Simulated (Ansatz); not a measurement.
## RbCl: levels along high-symmetry lines

```
Rb Cl
1.0
     0.00000    3.27400    3.27400
     3.27400    0.00000    3.27400
     3.27400    3.27400    0.00000
Rb Cl
1 1
Cartesian
  0.0000 0.0000 0.0000
  3.2740 3.2740 3.2740
```

Atoms are numbered in the order listed.

The cell is COD entry 8103714, as deposited and not checked against the literature; nothing was relaxed. It differs from other determinations.

Level of theory: Ansatz 0.2.0, DFT, PBE, all-electron LAPW, Dirac equation with spin-orbit coupling.

Numerical set-up: a Γ-centred 7×7×7 k mesh, Fermi–Dirac smearing of 0.02 eV, basis error target 1 meV/atom, no spin polarisation.

Points in fractions of the reciprocal vectors of this cell: Γ (0, 0, 0), X (0.5, 0, 0.5), U (0.625, 0.25, 0.625), K (0.375, 0.375, 0.75), L (0.5, 0.5, 0.5), W (0.5, 0.25, 0.75). The path runs Γ–X–U–K–Γ–L–W–X. Energies are in eV from the top of the valence band; (×n) counts levels within 4 meV of each other, which need not be degenerate by symmetry.

(1) Is there a gap, and where are the band edges?

(2) List the levels between -14 and 7.5 eV at the symmetry points.

## Answers

(1) 5.01 eV, direct at Γ.

(2) 
Γ: -12.06 (×2), -8.57 (×2), -7.69 (×4), -0.14 (×2), 0.00 (×4), 5.01 (×2)
X: -12.01 (×2), -8.72 (×2), -7.92 (×2), -7.81 (×2), -0.36 (×2), -0.19 (×2), -0.09 (×2), 6.15 (×2)
U: -12.04 (×2), -8.68 (×2), -7.87 (×2), -7.77 (×2), -0.47 (×2), -0.32 (×2), -0.26 (×2), 6.91 (×2)
K: -12.04 (×2), -8.68 (×2), -7.87 (×2), -7.77 (×2), -0.47 (×2), -0.32 (×2), -0.26 (×2), 6.91 (×2)
L: -12.12 (×2), -8.56 (×2), -7.71 (×2), -7.69 (×2), -0.93 (×2), -0.43 (×2), -0.36 (×2)
W: -12.04 (×2), -8.68 (×2), -7.90 (×2), -7.75 (×2), -0.51 (×2), -0.28 (×2), -0.27 (×2)
